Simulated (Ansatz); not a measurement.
**Ti2O under changes of volume**

One of the cells (11.596 Å³/atom); the others are scaled copies at fixed shape and fractional positions:

```
Ti O
1.0
     2.91940    0.00000    0.00000
    -1.45970    2.52827    0.00000
     0.00000    0.00000    4.71300
Ti O
2 1
Cartesian
  0.0000 1.6855 3.3993
  1.4597 0.8428 1.3137
  0.0000 0.0000 0.0000
```

| Property | Result |
| --- | --- |
| Program | Ansatz 0.2.0 |
| Functional | r2SCAN |
| Potentials or basis | Ansatz PAW |
| Cutoff | 500 eV (not typed: the program's choice for these potentials) |
| k mesh | 10 × 10 × 6 |
| Occupations | fermi-dirac, width 0.05 eV |
| Spin | no spin polarisation |

```tsv
volume (Å³/atom)	energy over the lowest point (meV/atom)	pressure (GPa)	largest force (eV/Å)
10.900	?	?	?
11.132	54.01	19.4	1.059
11.364	29.95	13.9	1.053
11.596	13.40	9.0	1.043
11.828	3.62	4.6	1.030
12.059	0.00	0.5	1.016
12.291	1.92	-3.1	0.999
```

Task: What does the run at 10.900 Å³/atom give?

Result: Energy over the lowest point 86.34 meV/atom; pressure 25.4 GPa; largest force 1.060 eV/Å.

Worked out: A Birch-Murnaghan fit of order 3 (a polynomial in V^(-2/3)) to the other rows has its minimum at 12.09 Å³/atom with B0 = V·E''(V) = 198 GPa and B' = 4.1 at fixed shape and positions, which overstates the stiffness. It gives 86.35 meV/atom at 10.900 Å³/atom, against the run's 86.34, and -dE/dV = 25.4 GPa, against 25.4.

Energies are extrapolated to zero smearing.

Caveats: the PAW data sets come from PBE, with cores solved anew for the run's functional, which leaves a small shift of forces and pressure; forces of over 1 eV/Å show positions far from the minimum, so gaps and moduli don't describe the material at rest (some runs).
